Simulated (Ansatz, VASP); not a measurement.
Two plane-wave programs on AsPt4

```
CELL_PARAMETERS angstrom
-2.83213 2.83213 2.83213
2.83213 -2.83213 2.83213
2.83213 2.83213 -2.83213
ATOMIC_POSITIONS crystal
As 0.00000 0.00000 0.00000
Pt 0.00000 0.00000 0.50000
Pt 0.50000 0.00000 0.00000
Pt 0.00000 0.50000 0.00000
Pt 0.50000 0.50000 0.50000
```

Change from the starting cell: species swapped into the Hg4Pt type (Im-3m, No. 229).

Alike in both runs: functional PBE; k mesh 10 × 10 × 10; occupations gaussian, width 0.1 eV; no spin polarisation.

Ansatz relaxed the structure, and its values are those at the end. VASP's run is a single point on that final structure, the one shown.

|  | VASP | Ansatz |
| --- | --- | --- |
| version | VASP 6.6.1 | Ansatz 0.2.0 |
| potentials or method | VASP PAW PBE potentials, release 64 (As, Pt) | scalar-relativistic, plane waves, PAW |
| plane-wave cutoff (eV) | 520 | 420 |
| valence electrons in the cell | 45 | 87 |

VASP gave:

| Property | Result |
| --- | --- |
| gap on the k mesh at the Fermi level (eV) | none |
| pressure (GPa) | 0.1 |

**Question.** Which values does Ansatz return?

**Answer.** gap on the k mesh at the Fermi level (eV): none; pressure (GPa): 0.0.

A gap of «none» marks a metal or a gap that the smearing closes. With one functional, cell and mesh, what is left measures potentials, basis and numerics. The two sets of potentials don't hold the same shells in valence.

The runs have no spin-orbit coupling, so splittings on Pt are missing.
